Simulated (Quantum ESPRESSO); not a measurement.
## MoS2 under changes of volume

One of the cells (31.721 Å³/atom); the others are scaled copies at fixed shape and fractional positions:

```xyz
6
Lattice="3.1845 0.0000 0.0000 -1.5923 2.7579 0.0000 0.0000 0.0000 21.6705" Properties=species:S:1:pos:R:3 pbc="T T T"
Mo    0.0000    1.8386   18.4451
Mo    1.5923    0.9193    3.2254
S     1.5923    0.9193   16.8949
S     0.0000    1.8386    1.6741
S     1.5923    0.9193   19.9965
S     0.0000    1.8386    4.7756
```

| Item | Value |
| --- | --- |
| Program | Quantum ESPRESSO 7.5 |
| Functional | LDA |
| Potentials or basis | GBRV 1.5 LDA |
| Cutoff | 612 eV |
| Density cutoff | 4898 eV |
| k mesh | 10 × 10 × 2 |
| Occupations | fermi-dirac, width 0.05 eV |
| Spin | no spin polarisation |

| volume (Å³/atom) | energy over the lowest point (meV/atom) | gap on the mesh (eV) | largest force (eV/Å) |
| --- | --- | --- | --- |
| 29.817 | 4.61 | 1.45 | 0.792 |
| 30.452 | 0.00 | 1.42 | 0.401 |
| 31.086 | 3.05 | 1.39 | 0.040 |
| 31.721 | 12.96 | 1.36 | 0.376 |
| 32.355 | 28.98 | 1.34 | 0.687 |
| 32.990 | ? | ? | ? |
| 33.624 | 76.90 | 1.28 | 1.239 |

Problem. What does the run at 32.990 Å³/atom give?

Solution. Energy over the lowest point 50.49 meV/atom; gap on the mesh 1.31 eV; largest force 0.974 eV/Å.

Worked out: A Birch-Murnaghan fit of order 3 (a polynomial in V^(-2/3)) to the other rows has its minimum at 30.50 Å³/atom with B0 = V·E''(V) = 92 GPa and B' = 4.4 at fixed shape and positions, which overstates the stiffness. It gives 50.51 meV/atom at 32.990 Å³/atom, against the run's 50.49. A straight line through the other rows of the gap, of slope -1.4 eV per unit of ln V, gives 1.31 eV, against the run's 1.31.

Energies are extrapolated to zero smearing.

A mesh can miss the band edges. Spin-orbit coupling on Mo is left out.
